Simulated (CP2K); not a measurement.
Write the native input for CP2K 2026.2 that does the following.

- Task: single point
- Functional: PBEsol
- Potentials or basis: POTENTIAL_UZH Br GTH-PBE-q7; TZVP-MOLOPT-PBE-GTH basis
- Density cutoff: 6123 eV
- k mesh: 7 × 7 × 3
- Occupations: fermi-dirac, width 0.05 eV
- Spin: no spin polarisation
- SCF solver: diagonalisation with k points
- Quickstep method: GPW
- EPS_DEFAULT: 1.0E-10
- EPS_SCF: 1.0E-6
- MAX_SCF: 100
- SCF_GUESS: ATOMIC
- k points reduced by the point group: yes
- Mesh centred on Gamma: yes
- CHOLESKY: OFF
- EPS_EIGVAL: 1.0E-7
- MIXING METHOD: BROYDEN_MIXING
- MIXING ALPHA: 0.4
- NBUFFER: 8
- NGRIDS: 5
- Basis sets: Br TZVP-MOLOPT-PBE-GTH-q7
- Potentials: Br GTH-PBE-q7 of POTENTIAL_UZH
- ADDED_MOS: [14]
- MPI ranks: 3
- REL_CUTOFF (Ry): 60 Ry
- MIXING BETA (1/bohr): 1.5 1/bohr
- CUTOFF of the grids: 450 Ry

The system is Br.

```
Br
1.0
     4.08726    0.00000    0.00000
     1.44772    3.82228    0.00000
     0.00000    0.00000    8.70230
Br
4
Direct
  0.36210 0.64457 0.38555
  0.13829 0.86548 0.88671
  0.62662 0.35413 0.61351
  0.86227 0.12977 0.10185
```

The cell isn't the ideal one: atoms moved at random, drawn with an rms of 0.05 Å.

These files were run (other wordings do the same):

br_scf.inp

```
&GLOBAL
  PROJECT br_scf
  RUN_TYPE ENERGY_FORCE
  PRINT_LEVEL LOW
&END GLOBAL
&FORCE_EVAL
  METHOD QS
  STRESS_TENSOR ANALYTICAL
  &DFT
    BASIS_SET_FILE_NAME BASIS_MOLOPT_UZH
    POTENTIAL_FILE_NAME POTENTIAL_UZH
    &MGRID
      CUTOFF 450
      REL_CUTOFF 60
      NGRIDS 5
    &END MGRID
    &QS
      METHOD GPW
      EPS_DEFAULT 1.0E-10
    &END QS
    &KPOINTS
      SCHEME MONKHORST-PACK 7 7 3
      GAMMA_CENTERED T
      SYMMETRY T
      SYMMETRY_BACKEND SPGLIB
    &END KPOINTS
    &SCF
      SCF_GUESS ATOMIC
      EPS_SCF 1.0E-6
      MAX_SCF 100
      ADDED_MOS 14
      CHOLESKY OFF
      EPS_EIGVAL 1.0E-7
      &DIAGONALIZATION ON
        ALGORITHM STANDARD
      &END DIAGONALIZATION
      &MIXING ON
        METHOD BROYDEN_MIXING
        ALPHA 0.4
        BETA 1.5
        NBUFFER 8
      &END MIXING
      &SMEAR ON
        METHOD FERMI_DIRAC
        ELECTRONIC_TEMPERATURE [K] 580.226
      &END SMEAR
    &END SCF
    &XC
      &XC_FUNCTIONAL
        &GGA_X_PBE_SOL
        &END GGA_X_PBE_SOL
        &GGA_C_PBE_SOL
        &END GGA_C_PBE_SOL
      &END XC_FUNCTIONAL
    &END XC
    &PRINT
      &KPOINTS ON
      &END KPOINTS
      &MULLIKEN ON
      &END MULLIKEN
      &MO ON
        ENERGIES T
        OCCUPATION_NUMBERS T
        &EACH
          QS_SCF 0
        &END EACH
        ADD_LAST NUMERIC
      &END MO
      &LOWDIN ON
      &END LOWDIN
      &HIRSHFELD ON
        SHAPE_FUNCTION DENSITY
      &END HIRSHFELD
      &E_DENSITY_CUBE ON
        STRIDE 1
      &END E_DENSITY_CUBE
      &V_HARTREE_CUBE ON
        STRIDE 1
      &END V_HARTREE_CUBE
      &ELF_CUBE ON
        STRIDE 1
      &END ELF_CUBE
    &END PRINT
  &END DFT
  &SUBSYS
    &CELL
      A 4.0872593587 0.0000000000 0.0000000000
      B 1.4477212089 3.8222758098 0.0000000000
      C 0.0000000000 0.0000000000 8.7023000000
      PERIODIC XYZ
    &END CELL
    &COORD
      Br  2.4131566570 2.4637090296 3.3551543604
      Br  1.8182121745 3.3081223792 7.7163990284
      Br  3.0738265175 1.3535901771 5.3389219661
      Br  3.7121948039 0.4960243764 0.8863466596
    &END COORD
    &KIND Br
      BASIS_SET TZVP-MOLOPT-PBE-GTH-q7
      POTENTIAL GTH-PBE-q7
    &END KIND
    &PRINT
      &ATOMIC_COORDINATES ON
      &END ATOMIC_COORDINATES
      &CELL ON
      &END CELL
      &SYMMETRY ON
      &END SYMMETRY
    &END PRINT
  &END SUBSYS
  &PRINT
    &FORCES ON
    &END FORCES
    &STRESS_TENSOR ON
    &END STRESS_TENSOR
  &END PRINT
&END FORCE_EVAL
```

Potentials or basis: POTENTIAL_UZH Br GTH-PBE-q7; TZVP-MOLOPT-PBE-GTH basis.

Run with:

```bash
$ OMP_NUM_THREADS=1 mpirun -n 3 cp2k.psmp -i br_scf.inp -o br_scf.out
```

It gave:

```json
{"Pressure": "0.3 GPa", "Largest force": "1.727 eV/Å", "Band gap on the k mesh": "1.56 eV, indirect (least direct gap 1.58 eV)"}
```

Caveat: the potentials were made for another functional, which shifts forces and pressure; an odd mesh through Γ misses points on the zone boundary, where band edges often lie; the basis of atomic orbitals isn't converged, which shifts pressures, moduli and gaps.

It took 13 s on 3 MPI ranks on Arm Neoverse V1, with other jobs on the host.
